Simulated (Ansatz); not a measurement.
This script drives the Python package of Ansatz (0.2.0).

Script `si_elastic.py`:
```python
# -*- coding: utf-8 -*-
"""Elastic constants of Si."""

from dataclasses import replace
import warnings

import ansatz as az
import numpy as np

warnings.simplefilter("ignore", az.DeckWarning)

vectors = np.array([
    [0.0, 1.67, 1.67],
    [1.67, 0.0, 1.67],
    [1.67, 1.67, 0.0],
])
cell = az.Lattice.of(vectors).atom("Si", [0.0, 0.0, 0.0])

job = (
    cell.calculation()
    .scf(tolerance=1e-10)
    .occupations("fermi_dirac", width=0.05)
    .kpoints(22, 22, 22)
)
# first bring the cell to zero stress
rest = job.relax(cell=True).run().lattice
relaxed = az.Crystal(lattice=az.Lattice.of(rest.cell_ang))
for site in rest.sites:
    relaxed = relaxed.atom(site.symbol, site.position_frac)
job = replace(job, crystal=relaxed)
print("relaxed volume {:.3f} A^3".format(abs(np.linalg.det(rest.cell_ang))))
outcome = job.elastic("clamped_ion").run()
elastic = outcome.elastic

C = np.asarray(elastic.c_gpa)
for i in range(6):
    for j in range(i, 6):
        if abs(C[i, j]) > 0.05:
            print(f"C{i + 1}{j + 1} = {C[i, j]:.1f} GPa")
print("smallest eigenvalue of C:", round(elastic.stability.min_eigenvalue_gpa, 1), "GPa; tensor positive definite:", elastic.stability.min_eigenvalue_gpa > 0)
# averaged moduli need a positive definite tensor
if elastic.stability.min_eigenvalue_gpa > 0:
    for name, value in elastic.moduli.to_plain().items():
        print(f"{name:14s} {value:9.3f}")
```

It is started by `python si_elastic.py`. How long does it take on 1 thread of Arm Neoverse V1 (shared host), and how much memory does it need?

It took about 72 s, with a peak of 0.56 GiB, for 2 runs of the engine.

```console
$ python si_elastic.py
relaxed volume 14.462 A^3
C11 = 114.5 GPa
C12 = 66.7 GPa
C13 = 66.7 GPa
C22 = 114.5 GPa
C23 = 66.7 GPa
C33 = 114.5 GPa
C44 = 7.2 GPa
C55 = 7.2 GPa
C66 = 7.2 GPa
smallest eigenvalue of C: 7.2 GPa; tensor positive definite: True
k_voigt_gpa       82.664
k_reuss_gpa       82.664
k_hill_gpa        82.664
g_voigt_gpa       13.907
g_reuss_gpa       10.041
g_hill_gpa        11.974
youngs_gpa        34.268
poisson            0.431
```

A positive definite tensor excludes instabilities under uniform strain alone; phonons elsewhere in the zone can still be imaginary. A cell that swells this much on relaxing started as a compressed, perhaps high-pressure structure. No functional is typed, so the default, PBE, holds. This isn't the structure that Si takes at ambient conditions. Shear constants of a metal converge slowly with the k-point mesh and can be wrong in sign on a coarse one; the constants belong to the cell that was strained.

(A comment or docstring line of the script was reworded after the run, the code is as it ran.)
